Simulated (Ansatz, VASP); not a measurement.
One calculation of TiB2, two programs

INCAR

```
SYSTEM = TiB2
PREC = Accurate ; ENCUT = 520
EDIFF = 1E-6 ; ISMEAR = -1
SIGMA = 0.08 ; LREAL = .False.
LASPH = .True. ; NELM = 80
ALGO = Normal ; ISIF = 2
LWAVE = .False. ; LCHARG = .False.
GGA = PS ; NBANDS = 16
```

File KPOINTS:

```
Automatic mesh
0
Gamma
  15 15 13
  0 0 0
```

The input POSCAR:

```
TiB2
1.0
    3.0291982016      0.0000000000      0.0000000000
   -1.5145991008      2.6233625957      0.0000000000
    0.0000000000      0.0000000000      3.1961160000
Ti B
1 2
Direct
    0.0000000000      0.0000000000      0.0000000000
    0.3333333333      0.6666666667      0.5000000000
    0.6666666667      0.3333333333      0.5000000000
```

Input for Ansatz:

```yaml
crystal:
  lattice:
    - [3.0291982016, 0.0, 0.0]
    - [-1.5145991008, 2.6233625957, 0.0]
    - [0.0, 0.0, 3.196116]
  atoms:
    - { symbol: Ti, position: [0.0, 0.0, 0.0] }
    - { symbol: B, position: [0.3333333333, 0.6666666667, 0.5] }
    - { symbol: B, position: [0.6666666667, 0.3333333333, 0.5] }
kpoints:
  mp_grid: { grid: [15, 15, 13] }
  band_path:
    path:
      - [0.0, 0.0, 0.0]
      - [0.5, 0.0, 0.0]
      - [0.3333333333, 0.3333333333, 0.0]
      - [0.0, 0.0, 0.0]
      - [0.0, 0.0, 0.5]
      - [0.5, 0.0, 0.5]
      - [0.3333333333, 0.3333333333, 0.5]
      - [0.0, 0.0, 0.5]
      - [0.5, 0.0, 0.5]
    npoints: 5
scf:
  occupations: { method: fermi_dirac, width: 0.08 }
hamiltonian:
  xc: pbesol
  pseudopotentials: { kind: all_electron, lapw: { basis_error: 0.001 } }
output:
  forces: true
  stress: true
  eigenvalues: true
```

Change from the starting cell: zz strain of -1 %.

Alike in both runs: task single point; functional PBEsol; k mesh 15 × 15 × 13; occupations fermi-dirac, width 0.08 eV; no spin polarisation.

|  | VASP | Ansatz |
| --- | --- | --- |
| version | VASP 6.6.1 | Ansatz 0.2.0 |
| potentials or method | VASP PAW PBE potentials, release 64 (Ti_sv, B) | all-electron LAPW, scalar-relativistic |
| plane-wave cutoff (eV) | 520 | see its input |

VASP gave:

- pressure (GPa): -2.6
- largest component of the traceless stress (GPa): 0.41

Question: What did Ansatz give for the same quantities?

Answer: Pressure (GPa): -3.0; largest component of the traceless stress (GPa): 0.52.

Ansatz ran all-electron here, so the differences hold the error of VASP's frozen core and of both bases.

Caveats: the PAW data sets were made with another functional, which shifts forces and pressure a little (VASP).
